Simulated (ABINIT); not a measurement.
Runs of ABINIT 10.8.3 (patched build) on Ta. Symmetry: Im-3m, No. 229, cubic system. The conventional cell has a = 3.303 Å, b = 3.303 Å, c = 3.303 Å, α = 90.00°, β = 90.00°, γ = 90.00°. Around Ta (site symmetry m-3m) lie 8 Ta at 2.86 Å. 

| task | level | potentials or basis | k mesh | cutoff (eV) | smearing | stop of the response cycle (tolvrs) | q mesh | acoustic sum rule (asr) | bands in the sums | broadening (eV) | gap on the mesh (eV) | pressure (GPa) |
| --- | --- | --- | --- | --- | --- | --- | --- | --- | --- | --- | --- | --- |
| single point | PBEsol | PseudoDojo NC SR PBEsol v0.4.1 standard | 8 × 8 × 8 | 680 | fermi-dirac 0.05 eV | - | - | - | - | - | none | -6.2 |
| phonon dispersion | LDA | PseudoDojo NC SR LDA v0.4.1 standard | 12 × 12 × 12 | 707 | fermi-dirac 0.2 eV | 1e-08 | 2 × 2 × 2 | 2 | - | - | none | -9.9 |
| single point | LDA | PseudoDojo NC SR LDA v0.4.1 standard | 8 × 8 × 8 | 707 | fermi-dirac 0.05 eV | - | - | - | - | - | none | -12.2 |
| optical spectrum | PBEsol | PseudoDojo NC SR PBEsol v0.4.1 standard | 14 × 14 × 14, with 2 shifts | 680 | gaussian 0.136 eV | - | - | - | 14 | 0.05 | - | (a) |

Alike in all rows: no spin polarisation; cell as given.

Question: Estimate the missing entries.

Answer: (a) -4.3.

Caveats: the cutoff is short for stress, so the pressure is rough (some runs); the cell is more than 3 GPa from zero pressure, which shifts response properties (some runs); the intraband (Drude) term is left out (some runs); spectra need much finer meshes, so this one isn't converged (some runs); independent-particle spectra lack excitons (some runs).

A k mesh can miss the band edges, and the runs leave out spin-orbit coupling on Ta.

A gap of «none» marks a metal or a gap under the smearing width.

Runs at the PBE level aren't shown here.
